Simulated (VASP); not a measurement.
Input of a VASP 6.6.1 run:

The input INCAR:

```
SYSTEM = Al2ZnO4
PREC     = Accurate       ! precision mode
ENCUT    = 600            ! plane-wave cutoff, eV
EDIFF    = 1E-7           ! SCF threshold, eV
ISMEAR   = 0              ! smearing method
SIGMA    = 0.03           ! smearing width, eV
LREAL    = .FALSE.        ! projectors in reciprocal space
LASPH    = .TRUE.         ! aspherical terms in the spheres
NELM     = 80             ! most SCF steps
ALGO     = Normal         ! electronic algorithm
ISIF     = 3              ! what is computed and relaxed
LWAVE    = .FALSE.        ! write WAVECAR
LCHARG   = .FALSE.        ! write CHGCAR
GGA      = CA             ! functional
IBRION   = 2              ! ionic algorithm
NSW      = 90             ! ionic steps
EDIFFG   = -0.005         ! ionic threshold
KPAR     = 4
```

File KPOINTS:

```
regular mesh
0
G
  6 6 6
  0 0 0
```

POSCAR

```
Al2ZnO4                                 
1.0
    0.0000000000      4.0064372310      4.0064372310
    4.0064372310      0.0000000000      4.0064372310
    4.0064372310      4.0064372310     -0.0000000000
  Al              Zn              O             
     4     2     8
Direct
     0.1250000000000000    0.1250000000000000    0.1250000000000000
     0.6250000000000000    0.1250000000000000    0.1250000000000000
     0.1250000000000000    0.1250000000000000    0.6250000000000000
     0.1250000000000000    0.6250000000000000    0.1250000000000000
     0.7500000000000000    0.7500000000000000    0.7500000000000000
     0.5000000000000000    0.5000000000000000    0.5000000000000000
     0.8888005471889109    0.8888005471889109    0.8888005471889109
     0.9164016415667258    0.3611994528110890    0.3611994528110890
     0.8888005471889109    0.8888005471889109    0.3335983584332742
     0.3611994528110890    0.9164016415667258    0.3611994528110890
     0.3335983584332742    0.8888005471889109    0.8888005471889109
     0.3611994528110890    0.3611994528110890    0.3611994528110890
     0.8888005471889109    0.3335983584332742    0.8888005471889109
     0.3611994528110890    0.3611994528110890    0.9164016415667258
```

Potentials or basis: VASP PAW LDA potentials, release 64 (Al, Zn, O).

The run is started by

```sh
$ cat potpaw_LDA.64/Al/POTCAR potpaw_LDA.64/Zn/POTCAR potpaw_LDA.64/O/POTCAR > POTCAR
$ mpirun -np 4 vasp_std > vasp.out
```

**Question.** Predict the relaxed cell.

**Answer.** a = 5.667 Å, b = 5.667 Å, c = 5.667 Å, α = 60.00°, β = 60.00°, γ = 60.00°.

**Question.** Estimate the relaxed volume.

**Answer.** 9.19 Å³/atom.

Forces on the atoms (eV/Å):
```
Al   0.000  0.000  0.000
Al   0.000  0.000  0.000
Al   0.000  0.000  0.000
Al   0.000  0.000  0.000
Zn   0.000  0.000  0.000
Zn   0.000  0.000  0.000
O    0.002  0.002  0.002
O   -0.002  0.002  0.002
O   -0.002 -0.002  0.002
O    0.002 -0.002  0.002
O    0.002 -0.002 -0.002
O   -0.002 -0.002 -0.002
O   -0.002  0.002 -0.002
O    0.002  0.002 -0.002
```
